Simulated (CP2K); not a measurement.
**Al under changes of volume**

One of the cells (16.669 Å³/atom); the others are scaled copies at fixed shape and fractional positions:

```xyz
2
Lattice="2.8125 0.0000 0.0000 -1.4062 2.4357 0.0000 0.0000 0.0000 4.8669" Properties=species:S:1:pos:R:3 pbc="T T T"
Al    0.0000    1.6238    1.2167
Al    1.4062    0.8119    3.6501
```

This isn't the form of Al at room conditions, which is fcc.

| Item | Value |
| --- | --- |
| Program | CP2K 2026.2 |
| Functional | PBE |
| Potentials or basis | POTENTIAL_UZH Al GTH-PBE-q3; TZVP-MOLOPT-PBE-GTH basis |
| Density cutoff | 6123 eV |
| k mesh | 11 × 11 × 6 |
| Occupations | fermi-dirac, width 0.05 eV |
| Spin | no spin polarisation |

| volume (Å³/atom) | energy over the lowest point (meV/atom) | pressure (GPa) |
| --- | --- | --- |
| 15.669 | ? | ? |
| 16.003 | 6.34 | 3.3 |
| 16.336 | 1.40 | 1.5 |
| 16.669 | 0.00 | -0.1 |
| 17.003 | 1.78 | -1.5 |
| 17.336 | 6.43 | -2.8 |
| 17.670 | 13.63 | -4.0 |

Question: What does the run at 15.669 Å³/atom give?

Answer: Energy over the lowest point 15.22 meV/atom; pressure 5.3 GPa.

Worked out: A Birch-Murnaghan fit of order 3 (a polynomial in V^(-2/3)) to the other rows has its minimum at 16.64 Å³/atom with B0 = V·E''(V) = 77 GPa and B' = 4.5 at fixed shape and positions, which overstates the stiffness. It gives 15.28 meV/atom at 15.669 Å³/atom, against the run's 15.22, and -dE/dV = 5.3 GPa, against 5.3.

Energies are extrapolated to zero smearing.

Caveats: the basis of atomic orbitals isn't converged, which shifts pressures, moduli and gaps.
